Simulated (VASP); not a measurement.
A run of VASP 6.6.1 is set up as follows.

File INCAR:

```
PREC = Accurate
ENCUT = 600
EDIFF = 1E-6
ISMEAR = 0
SIGMA = 0.03
LREAL = F
LASPH = T
NELM = 80
ALGO = Normal
ISIF = 3
LWAVE = F
LCHARG = F
GGA = PS
IBRION = 2
NSW = 90
EDIFFG = -0.01
```

KPOINTS

```
Automatic mesh
0
Gamma
  10 10 10
```

POSCAR

```
GaN
1.0
    0.0000000000      2.2535006100      2.2535006100
    2.2535006100      0.0000000000      2.2535006100
    2.2535006100      2.2535006100      0.0000000000
Ga N
1 1
Direct
    0.0000000000      0.0000000000      0.0000000000
    0.7500000000      0.7500000000      0.7500000000
```

Potentials or basis: VASP PAW PBE potentials, release 64 (Ga_d, N).

Launch:

```bash
$ cat potpaw_PBE.64/Ga_d/POTCAR potpaw_PBE.64/N/POTCAR > POTCAR
$ mpirun -np 1 vasp_std > vasp.out
```

**Question.** Predict the band gap on the k mesh.

**Answer.** 1.74 eV, direct.

**Question.** Estimate the relaxed cell.

**Answer.** a = 3.178 Å, b = 3.178 Å, c = 3.178 Å, α = 60.00°, β = 60.00°, γ = 60.00°.

**Question.** Predict the relaxed volume.

**Answer.** 11.35 Å³/atom.

**Question.** What does it give for the space group after relaxing (to 0.05 Å)?

**Answer.** F-43m (No. 216).

Final structure:
```yaml
crystal:
  lattice:
    - [0.00000, 2.24709, 2.24709]
    - [2.24709, 0.00000, 2.24709]
    - [2.24709, 2.24709, 0.00000]
  atoms:
    - { symbol: Ga, position: [0.00000, 0.00000, 0.00000] }
    - { symbol: N, position: [0.75000, 0.75000, 0.75000] }
```

Caveat: the PAW data sets were made with another functional, which shifts forces and pressure a little. Expect the measured gap to be larger: semilocal functionals such as PBEsol lack the derivative discontinuity.
